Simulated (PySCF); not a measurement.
Phenolate, C₆H₅O (charge -1).
SMILES with atom numbers: `[O-:1][c:2]1[cH:3][cH:4][cH:5][cH:6][cH:7]1` (hydrogens: H8 on C3; H9 on C4; H10 on C5; H11 on C6; H12 on C7)

Level: PBE0/pcSseg-1 in PySCF, non-relativistic, on one gas-phase PBE0-D3(BJ)/def2-SVP geometry that isn't relaxed in the solvent. The solvent is an IEF-PCM continuum (Bondi radii, 1.10 Å for H, scaled by 1.2). The model holds no explicit solvent molecules, cavitation or dispersion.

Gas phase at PBE0/pcSseg-1: HOMO -0.23 eV, LUMO 4.83 eV.

**Question.** What does the continuum do to the energy and the frontier levels at PBE0/pcSseg-1 in acetone and acetonitrile?

**Answer.** 
```json
{"solvent": "acetone", "ε": "20.49", "E(solvent) − E(gas) (kcal/mol)": "-56.98", "polarisation term (kcal/mol)": "-59.69", "distortion of the solute (kcal/mol)": "2.71", "HOMO (eV)": "-4.61", "LUMO (eV)": "0.65"}
{"solvent": "acetonitrile", "ε": "35.69", "E(solvent) − E(gas) (kcal/mol)": "-58.39", "polarisation term (kcal/mol)": "-61.31", "distortion of the solute (kcal/mol)": "2.92", "HOMO (eV)": "-4.71", "LUMO (eV)": "0.56"}
```

The polarisation term is half the interaction of the solute with the surface charges that it induces; the rest is the cost of distorting the solute's density. The sum is the electrostatic part of solvation alone. From acetone to acetonitrile the lowering changes by a factor 1.02, Born's factor 1 − 1/ε by 1.02 and ε itself by 1.7.

**Question.** Which radius a makes Born's formula ΔE = −(q²/2a)(1 − 1/ε) give the value in acetonitrile?

**Answer.** a = q²(1 − 1/ε)/(2|ΔE|) = 2.76 Å, with q = -1 e and |ΔE| = 0.0930 Eh; the farthest nucleus lies 2.72 Å from the centroid of the nuclei. The formula assumes a point charge at the centre of a sphere.

**Question.** Which ESP-fitted charges (PBE0/pcSseg-1) respond most in acetone (means over atoms taken as equivalent)?

**Answer.** 
```
 atoms                     environment  gas (e)  solvent (e)  change
    O1                aryloxide oxygen   -0.750       -0.819  -0.069
   H10               aromatic hydrogen   +0.130       +0.171  +0.041
H9/H11               aromatic hydrogen   +0.087       +0.126  +0.039
 C3/C7              aromatic CH carbon   -0.501       -0.538  -0.037
H8/H12               aromatic hydrogen   +0.130       +0.155  +0.025
    C2  aromatic carbon bearing oxygen   +0.702       +0.679  -0.023
    C5              aromatic CH carbon   -0.430       -0.445  -0.015
 C4/C6              aromatic CH carbon   -0.042       -0.036  +0.006
```

**Question.** Which Mayer bond orders change most in acetone?

**Answer.** 
```
 bond  length (Å)    gas  solvent  change
O1–C2       1.253  1.702    1.642  -0.060
C7–C2       1.451  1.201    1.226  +0.025
C2–C3       1.451  1.201    1.225  +0.024
C4–C5       1.403  1.373    1.385  +0.012
C5–C6       1.403  1.373    1.385  +0.012
C3–C4       1.386  1.482    1.473  -0.009
C6–C7       1.387  1.482    1.473  -0.009
C4–H9       1.099  0.965    0.962  -0.003
```

**Question.** How do the nuclear quadrupole coupling constants eQVzz/h respond in acetone?

**Answer.** 
```tsv
nucleus	Q (barn)	gas (MHz)	solvent (MHz)	η gas	η solvent
17O at O1	-0.0256	8.93	8.35	0.57	0.74
```

Cost: about 30 s of CPU time on one thread; the machine was shared, so the figure is rough. This is the whole shielding run at PBE0/pcSseg-1 in acetonitrile, SCF included.
